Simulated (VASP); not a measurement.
Crystal: Ni.

```
Ni
1.0
    -1.39676    1.39676    1.39676
     1.39676   -1.39676    1.39676
     1.39676    1.39676   -1.39676
Ni
1
Direct
  0.00000 0.00000 0.00000
```

This isn't the form of Ni at room conditions, which is fcc.

| Property | Result |
| --- | --- |
| Program | VASP 6.6.1 |
| Task | relaxation of cell and atoms |
| Functional | PBEsol |
| Potentials or basis | VASP PAW PBE potentials, release 64 (Ni) |
| Cutoff | 600 eV |
| k mesh | 20 × 20 × 20 |
| Occupations | gaussian, width 0.1 eV |
| Spin | no spin polarisation |

At the start: pressure -10.0 GPa; volume 10.90 Å³/atom.

Q: Where does the relaxation end?

A: Over 6 steps the energy falls by 17.4 meV/atom and the volume is 10.37 Å³/atom (-4.8 %); space group Im-3m (No. 229, to 0.05 Å).

The path:
```tsv
step	energy change (eV)	largest force (eV/Å)	pressure (GPa)	volume (Å³)
1	0.0000	0.0000	-9.99	10.90
2	0.0022	0.0000	12.99	9.86
3	-0.0173	0.0000	-0.09	10.38
4	-0.0173	0.0000	0.14	10.37
5	-0.0173	0.0000	-0.12	10.38
6	-0.0174	0.0000	0.01	10.37
```

Final structure:
```
Ni
1.0
    -1.37381    1.37381    1.37381
     1.37381   -1.37381    1.37381
     1.37381    1.37381   -1.37381
Ni
1
Direct
  0.00000 0.00000 0.00000
```

Caveat: the PAW data sets were made with another functional, which shifts forces and pressure a little; the run has no spin polarisation, though such a crystal can be magnetic.
